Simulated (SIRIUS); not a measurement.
Runs of SIRIUS 7.12.0 on CuO. Symmetry: Pm-3m, No. 221, cubic system. Conventional cell: a = 2.553 Å, b = 2.553 Å, c = 2.553 Å, α = 90.00°, β = 90.00°, γ = 90.00°. Cu (site symmetry m-3m) has 8 O at 2.21 Å as nearest neighbours. Around O (site symmetry m-3m) lie 8 Cu at 2.21 Å. Measurements of this composition are mostly on another form, of space group No. 15.

| task | level | cell | k mesh | optimizer | fmax | max steps | target pressure | mesh quality | gap on the mesh (eV) | pressure (GPa) | relaxed volume (Å³/atom) |
| --- | --- | --- | --- | --- | --- | --- | --- | --- | --- | --- | --- |
| relaxation of cell and atoms | PBE+D4 | relaxed | 5 × 5 × 5 | BFGS | 0.02 eV/Å | 30 | 0 GPa | coarse | none | 0.1 | 8.92 |
| single point | PBE | atoms moved at random, drawn with an rms of 0.05 Å | 10 × 10 × 10 | - | - | - | - | not flagged | none | 21.1 | - |
| relaxation of cell and atoms | PBE+D3 | relaxed | 5 × 5 × 5 | BFGS | 0.02 eV/Å | 30 | 0 GPa | coarse | none | 0.1 | 8.92 |
| relaxation of cell and atoms | PBE+D3(BJ) | relaxed | 5 × 5 × 5 | BFGS | 0.02 eV/Å | 30 | 0 GPa | coarse | none | 0.0 | (a) |
| relaxation of cell and atoms | PBE | relaxed | 5 × 5 × 5 | BFGS | 0.02 eV/Å | 30 | 0 GPa | coarse | none | 0.1 | 9.14 |

Alike in all rows: potentials or basis PseudoDojo 0.4.1 PBE standard (scalar relativistic); no spin polarisation; cutoff (eV) 1254; smearing fermi-dirac 0.05 eV.

Fill in the values left out.

(a) 8.86.

Caveats: some runs use coarse meshes; an odd number of electrons without spin polarisation forces a metal; a magnetic or distorted state may lie lower; the run has no spin polarisation, though such a crystal can be magnetic; semilocal functionals often make such compounds metallic where correlation or magnetic order opens a gap, which also shifts bond lengths; pairwise dispersion overbinds metals, which lowers pressure and volume (some runs).

A gap of «none» marks a metal or a gap under the smearing width.

The runs were made with more than one version of the program.
